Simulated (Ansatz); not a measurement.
A relaxation of cell and atoms of ZnS in the NiAs structure with Ansatz 0.2.0, at the level PBE. The starting cell was estimated from covalent radii.

```yaml
crystal:
  lattice:
    - [3.29847081, 0.0, 0.0]
    - [-1.649235405, 2.8565595151, 0.0]
    - [0.0, 0.0, 5.3765074203]
  atoms:
    - { symbol: Zn, position: [0.0, 0.0, 0.0] }
    - { symbol: Zn, position: [0.0, 0.0, 0.5] }
    - { symbol: S, position: [0.3333333333, 0.6666666667, 0.25] }
    - { symbol: S, position: [0.6666666667, 0.3333333333, 0.75] }
kpoints:
  mp_grid: { grid: [12, 12, 4] }
hamiltonian:
  xc: pbe
scf:
  occupations: { method: fermi_dirac, width: 0.02 }
relax:
  f_tol: 0.005
  cell: {}
```

Some lines of the output have been replaced by numbered gaps.
```
Pseudopotential: Zn, paw, valence charge 12, recommended cutoff 420 eV (normal)
Pseudopotential: S, paw, valence charge 6, recommended cutoff 420 eV (normal)
Functional definition: PBE
Crystal: 4 atoms, lattice volume = 50.659 Å³
Basis set: ecut = 420 eV, 989 PW (Γ)
Bands: 22, of which v1, the nominal top of the filled ones, is band 18 counted from 1 (17 counted from 0)
Symmetry: 24 space group operations
Space group: P63/mmc (ITA 194)
k-points: 57 of 576
preconditioner: auto → Resta (q_TF=auto, 2.577 Å⁻¹)  ε∞=8.2  [insulator: Δε(μ)=0.127 eV  σ=0.020 eV  ℏωp=31.3 eV]
relax step 1: F+E_penalty+E_count = -8442.25615283 eV  P = +46.222 GPa  Ω = 50.659 Å³
--- Relaxed structure (6 steps of the walk, 6 accepted, 2 SCFs on fresh bases) ---
[1]
```

Problem. What stood in the gaps? They hold the relaxed structure.

Solution.
```
[1]
  F+E_penalty+E_count = -8444.10753809 eV
  cell:  # Å, volume = 67.2708 Å³
    - [3.624163, 0.000000, 0.000000]
    - [-1.812082, 3.138618, 0.000000]
    - [0.000000, 0.000000, 5.913985]
  atoms:
    - { symbol: Zn, position: [0.000000, 0.000000, 0.000000] }
    - { symbol: Zn, position: [0.000000, 0.000000, 0.500000] }
    - { symbol: S, position: [0.333333, 0.666667, 0.250000] }
    - { symbol: S, position: [0.666667, 0.333333, 0.750000] }
```
The trailing digits, and the zero of the energies, depend on the potentials and thresholds.

In 6 steps the volume changed by +32.8 %; between the first SCF and the last, each on a basis chosen for its cell, the energy fell by 463 meV an atom. At the end: space group P6_3/mmc (No. 194), hexagonal; conventional cell a = 3.624 Å, c = 5.914 Å, 16.82 Å³ an atom. Zn is surrounded by 6 S at 2.56 Å; S is surrounded by 6 Zn at 2.56 Å.

Command: `ansatz run input.yaml --threads 2 --pin off --max-ram 2211MiB --backend cpu --events-out ev --progress --plain --runs-dir out`. Wall time 28 s on 2 threads of Arm Neoverse N1 (shared host), load about 0.9 per core; peak host memory 0.38 GiB.

All values are calculated for a non-magnetic cell, which may be hypothetical.
